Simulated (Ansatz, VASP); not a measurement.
## Two plane-wave programs on CuO (Tenorite)

Contents of INCAR:

```
SYSTEM = CuO
PREC = Accurate
ENCUT = 520
EDIFF = 1E-6
ISMEAR = -1
SIGMA = 0.05
LREAL = .FALSE.
LASPH = .TRUE.
NELM = 100
ALGO = Fast
ISIF = 2
LWAVE = .FALSE.
LCHARG = .FALSE.
GGA = RE
IVDW = 12
NBANDS = 25
```

File KPOINTS:

```
Automatic mesh
0
G
  10 10 5
  0 0 0
```

File POSCAR:

```
CuO
1.0
    2.3418500000     -1.7113000000      0.0000000000
    2.3418500000      1.7113000000      0.0000000000
   -0.8500274268      0.0000000000      5.0578693947
Cu O
2 2
Direct
    0.5000000000      0.0000000000      0.5000000000
    0.0000000000      0.5000000000      0.0000000000
    0.4184000000      0.5816000000      0.7500000000
    0.5816000000      0.4184000000      0.2500000000
```

input.yaml

```yaml
crystal:
  lattice:
    - [2.34185, -1.7113, 0.0]
    - [2.34185, 1.7113, 0.0]
    - [-0.8500274268, 0.0, 5.0578693947]
  atoms:
    - { symbol: Cu, position: [0.5, 0.0, 0.5] }
    - { symbol: Cu, position: [0.0, 0.5, 0.0] }
    - { symbol: O, position: [0.4184, 0.5816, 0.75] }
    - { symbol: O, position: [0.5816, 0.4184, 0.25] }
hamiltonian:
  xc: revpbe
  pseudopotentials: { kind: paw }
  dispersion: d3bj
kpoints:
  mp_grid: { grid: [10, 10, 5] }
scf:
  occupations: { method: fermi_dirac, width: 0.05 }
output:
  forces: true
  stress: true
  eigenvalues: true
  write_density: true
  write_potential: true
  elf: true
  volumetric_format: npy
```

Alike in both runs: task single point; functional revPBE; dispersion D3(BJ); k mesh 10 × 10 × 5; occupations fermi-dirac, width 0.05 eV; no spin polarisation.

|  | VASP | Ansatz |
| --- | --- | --- |
| version | VASP 6.6.1 | Ansatz 0.2.0 |
| potentials or method | VASP PAW PBE potentials, release 64 (Cu, O) | Ansatz PAW |
| plane-wave cutoff (eV) | 520 | 420 |
| valence electrons in the cell | 34 | 50 |

VASP gave:

| Property | Result |
| --- | --- |
| gap on the k mesh at the Fermi level (eV) | none |
| pressure (GPa) | 1.7 |
| largest component of the traceless stress (GPa) | 1.61 |
| rms of the force components (eV/Å) | 0.070 |
| dispersion energy (meV/atom) | -555.5 |

Task: What did Ansatz give for the same quantities?

Result: gap on the k mesh at the Fermi level (eV): none; pressure (GPa): 0.9; largest component of the traceless stress (GPa): 1.54; rms of the force components (eV/Å): 0.087; dispersion energy (meV/atom): -555.6.

Atom by atom the forces differ by 0.018 eV/Å (rms over components). A gap of «none» marks a metal or a gap that the smearing closes. The two sets of potentials don't hold the same shells in valence.

Caveats: the run has no spin polarisation, though such a crystal can be magnetic; semilocal functionals often make such compounds metallic where correlation or magnetic order opens a gap, which also shifts bond lengths; pairwise dispersion overbinds metals, which lowers pressure and volume; the PAW data sets were made with another functional, which shifts forces and pressure a little (VASP); the pressure holds a Pulay correction of +0.7 GPa for the finite cutoff (Ansatz); the PAW data sets come from PBE, with cores solved anew for the run's functional, which leaves a small shift of forces and pressure (Ansatz). With open d or f shells a metallic result of revPBE can be an artefact of self-interaction; +U or a hybrid may open a gap.
